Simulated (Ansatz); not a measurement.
# Calculated quadrupolar parameters for SiO2 at a changed volume

The cell is a computed structure from the Materials Project (it need not be an observed phase), relaxed with PBE at fixed cell and then changed (volume scaled by 0.95, ions relaxed).

```cif
data_SiO2
_symmetry_space_group_name_H-M 'R-3m:H'
_symmetry_Int_Tables_number 166
_cell_length_a 13.3665
_cell_length_b 13.3665
_cell_length_c 14.5845
_cell_angle_alpha 90.000
_cell_angle_beta 90.000
_cell_angle_gamma 120.000
loop_
_atom_site_label
_atom_site_type_symbol
_atom_site_symmetry_multiplicity
_atom_site_Wyckoff_symbol
_atom_site_fract_x
_atom_site_fract_y
_atom_site_fract_z
Si Si 36 i 0.8988 0.5664 0.4401
O13 O 18 f 0.9310 0.5976 0.3333
O19 O 18 h 0.7835 0.8917 0.8683
O25 O 18 h 0.7807 0.2193 0.4678
O31 O 18 g 0.0000 0.3322 0.5000
```

One atom of each set is listed; the run and its k-mesh use a cell of 36 atoms with edges of 9.12, 9.12, 9.12 Å.

Computed with Ansatz: DFT, PBE, plane waves and PAW, scalar-relativistic, 420 eV cutoff, Γ-centred 3×3×3 k-points, Fermi–Dirac smearing 0.02 eV.

Conventions: |V_zz| ≥ |V_yy| ≥ |V_xx|, η = (V_xx − V_yy)/V_zz, C_Q = eQV_zz/h.

17O: I = 5/2, Q = -25.58 mb. Nuclear quadrupole moments: year-2017 set (Pyykkö).

```tsv
site	atoms	first shell	V_zz (10²¹ V/m²)	η	C_Q (MHz)
Si	12	4 O at 1.60–1.62 Å	0.86	0.86	–
O13	6	2 Si at 1.61 Å, angle 150°	9.14	0.12	-5.65
O19	6	2 Si at 1.62 Å, angle 151°	9.31	0.14	-5.76
O25	6	2 Si at 1.60 Å, angle 150°	9.03	0.22	-5.59
O31	6	2 Si at 1.61 Å, angle 130°	7.94	0.50	-4.91
```

At O13, O19, O25 and O31 V_zz runs parallel to the line that joins its two neighbours (within 1°) in each case.

Si has no stable isotope with a ground-state quadrupole moment in the table, so no C_Q is given.

The relaxation (7 steps) took 61 s of wall time (4 min of CPU time) and 2.5 GiB at its peak, on 4 threads of Arm Neoverse V2 (aarch64; 8 cores open to the job, memory cap 8.0 GiB, no GPU), a shared host with a load of 0.3 a core.
